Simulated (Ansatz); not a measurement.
Crystal: Re.

```xyz
4
Lattice="2.7664 0.0000 0.0000 -1.3832 2.3958 0.0000 0.0000 0.0000 8.9388" Properties=species:S:1:pos:R:3 pbc="T T T"
Re    1.3832    0.7986    6.7041
Re    0.0000    0.0000    4.4694
Re    0.0000    1.5972    2.2347
Re    0.0000    0.0000    0.0000
```

Base run:

```yaml
Program: Ansatz 0.2.0
Functional: PBEsol
Potentials_or_basis: Ansatz PAW
Cutoff: "420 eV (not typed: the program's choice for these potentials)"
k_mesh: 11 × 11 × 3
Occupations: fermi-dirac, width 0.05 eV
Spin: spin-orbit coupling, no magnetisation
```

Its results: band gap on the k mesh none (metal or under the smearing width); pressure -6.1 GPa.

Task: The run is repeated on the same cell with these changes: spin from spin-orbit coupling, no magnetisation to no spin polarisation; potential files from those of the base run to others of the same set. What comes out?

Result: Band gap on the k mesh none (metal or under the smearing width); pressure -6.8 GPa.

Caveats: the PAW data sets come from PBE, with cores solved anew for the run's functional, which leaves a small shift of forces and pressure; spin-orbit coupling is left out, which moves the levels of the heavy elements (some runs).
